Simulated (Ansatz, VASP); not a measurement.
**Ag: VASP beside Ansatz**

```
Ag
1.0
     0.00000    2.06353    2.04310
     2.06353    0.00000    2.04310
     2.06353    2.06353    0.00000
Ag
1
Direct
  0.00000 0.00000 0.00000
```

Change from the starting cell: equal xx and yy strain of +1 %.

Alike in both runs: task single point; functional LDA; k mesh 15 × 15 × 15; occupations fermi-dirac, width 0.05 eV; no spin polarisation.

|  | VASP | Ansatz |
| --- | --- | --- |
| version | VASP 6.6.1 | Ansatz 0.2.0 |
| potentials or method | VASP PAW LDA potentials, release 64 (Ag), cutoff 520 eV | all-electron LAPW, scalar-relativistic |

```csv
,VASP,Ansatz,Ansatz less VASP
pressure (GPa),-9.1,-9.2,-0.16
```

Ansatz ran all-electron here, so the differences hold the error of VASP's frozen core and of both bases.
